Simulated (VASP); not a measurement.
Here is a VASP 6.6.1 calculation.

File INCAR:

```
PREC     = Accurate       # precision mode
ENCUT    = 520            # plane-wave cutoff, eV
EDIFF    = 1E-6           # SCF threshold, eV
ISMEAR   = 0              # smearing method
SIGMA    = 0.15           # smearing width, eV
LREAL    = False          # projectors in reciprocal space
LASPH    = True           # aspherical terms in the spheres
NELM     = 60             # most SCF steps
ALGO     = Fast           # electronic algorithm
ISIF     = 2              # what is computed and relaxed
LWAVE    = False          # write WAVECAR
LCHARG   = False          # write CHGCAR
GGA      = PE             # functional
NBANDS   = 17             # bands
```

Contents of KPOINTS:

```
Automatic mesh
0
Gamma
  15 15 8
```

The input POSCAR:

```
Ca
1.0
    4.0345268378      0.0000000000      0.0000000000
   -2.0172634189      3.4940027338      0.0000000000
    0.0000000000      0.0000000000      6.3449531218
Ca
2
Direct
    0.3333333333      0.6666666667      0.2500000000
    0.6666666667      0.3333333333      0.7500000000
```

Potentials or basis: VASP PAW PBE potentials, release 64 (Ca_sv).

Run with:

```console
$ cat potpaw_PBE.64/Ca_sv/POTCAR > POTCAR
$ mpirun -np 1 vasp_std > vasp.out
```

**Question.** Estimate the pressure.

**Answer.** -0.8 GPa.

**Question.** Predict the band gap on the k mesh.

**Answer.** None (metal or under the smearing width).

Stress tensor (GPa, compression positive):
```
-1.16  0.00  0.00
 0.00 -1.16  0.00
 0.00  0.00 -0.05
```
